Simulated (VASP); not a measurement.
InAs: single point with PBEsol

InAs, a slab with vacuum:

```xyz
14
Lattice="4.3069 0.0000 0.0000 0.0000 6.0909 0.0000 0.0000 0.0000 27.9208" Properties=species:S:1:pos:R:3 pbc="T T T"
In    2.1535    3.3981    7.9899
In    0.0000    5.9767    9.5400
In    2.1535    2.9703   11.8331
In    0.0000    5.9906   13.9604
In    2.1535    2.9703   16.0876
In    0.0000    5.9767   18.3808
In    2.1535    3.3981   19.9309
As    4.3069    4.6724    7.2289
As    2.1535    1.4145    9.6835
As    4.3069    4.5072   11.7707
As    2.1535    1.4265   13.9604
As    4.3069    4.5072   16.1500
As    2.1535    1.4145   18.2372
As    4.3069    4.6724   20.6919
```

```
Program                : VASP 6.6.1
Task                   : single point
Functional             : PBEsol
Potentials or basis    : VASP PAW PBE potentials, release 64 (In_d, As)
Cutoff                 : 520 eV
k mesh                 : 6 × 5 × 1
Occupations            : gaussian, width 0.03 eV
Spin                   : no spin polarisation
Dipole correction      : yes
Further INCAR settings : ALGO = Fast; EDIFF = 1e-06
```

The largest force is 0.015 eV/Å, the band gap on the k mesh is 0.44 eV, direct and the ionisation potential of the upper face is 4.84 eV.

Forces in eV/Å, atoms in the order of the input:
```
In   0.000 -0.003  0.008
In   0.000  0.007  0.013
In   0.000 -0.001  0.004
In   0.000  0.006  0.000
In   0.000 -0.001 -0.004
In   0.000  0.007 -0.013
In   0.000 -0.003 -0.008
As   0.000  0.001  0.007
As   0.000 -0.003 -0.015
As   0.000 -0.007  0.010
As   0.000  0.005  0.000
As   0.000 -0.007 -0.010
As   0.000 -0.003  0.015
As   0.000  0.001 -0.007
```

Levels at points of the mesh, in eV from the valence-band top:
```csv
k point,band 60,band 61,band 62,band 63,band 64,band 65,band 66,band 67
"(0.00, 0.00, 0.00)",-0.36,-0.31,-0.15,0.00,0.44,1.31,1.56,1.71
"(0.50, 0.00, 0.00)",-1.51,-1.26,-1.14,-0.89,0.83,1.13,1.91,2.03
```

Core levels (eV, on the scale of the bands):
| atom | levels |
| --- | --- |
| 1 In | 1s -27743.7, 2s -4150.2, 2p -3724.2, 3s -784.1, 3p -644.6, 3d -428.3, 4s -115.3, 4p -73.8 |
| 2 In | 1s -27743.5, 2s -4150.0, 2p -3724.0, 3s -783.9, 3p -644.4, 3d -428.1, 4s -115.1, 4p -73.6 |
| 3 In | 1s -27743.5, 2s -4150.0, 2p -3724.0, 3s -783.9, 3p -644.5, 3d -428.1, 4s -115.2, 4p -73.6 |
| 4 In | 1s -27743.5, 2s -4150.0, 2p -3724.0, 3s -783.9, 3p -644.5, 3d -428.1, 4s -115.2, 4p -73.6 |
| 5 In | 1s -27743.5, 2s -4150.0, 2p -3724.0, 3s -783.9, 3p -644.5, 3d -428.1, 4s -115.2, 4p -73.6 |
| 6 In | 1s -27743.5, 2s -4150.0, 2p -3724.0, 3s -783.9, 3p -644.4, 3d -428.1, 4s -115.1, 4p -73.6 |

Wall time 6.5 min on 4 MPI ranks on Intel(R) Xeon(R) Platinum 8488C (Sapphire Rapids), with other jobs on the host, peak memory 0.41 GiB a rank.

Caveat: the PAW data sets were made with another functional, which shifts forces and pressure a little; spin-orbit coupling is left out, which moves the levels of the heavy elements. PBEsol gaps usually lie below the measured ones, often by a third to a half.
